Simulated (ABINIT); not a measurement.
The system is CsPbCl3.

```
Pb Cs Cl
1.0
     5.60500    0.00000    0.00000
     0.00000    5.60500    0.00000
     0.00000    0.00000    5.60500
Pb Cs Cl
1 1 3
Direct
  0.50000 0.50000 0.50000
  0.00000 0.00000 0.00000
  0.50000 0.00000 0.50000
  0.00000 0.50000 0.50000
  0.50000 0.50000 0.00000
```

Base run:

```yaml
Program: ABINIT 10.8.3 (patched build)
Functional: WC
Potentials_or_basis: JTH PAW PBE v2.0
Cutoff: 680 eV
k_mesh: 5 × 5 × 5
Occupations: fermi-dirac, width 0.05 eV
Spin: no spin polarisation
```

Its results: pressure 0.2 GPa.

The run is repeated on the same cell with these changes: functional from WC to RPBE. What comes out?

Pressure 3.1 GPa.

RPBE binds less tightly than WC, so the same cell stands under more pressure.

Caveats: the PAW data sets were made with another functional, which shifts forces and pressure a little.

Not every run made on this cell is shown here.
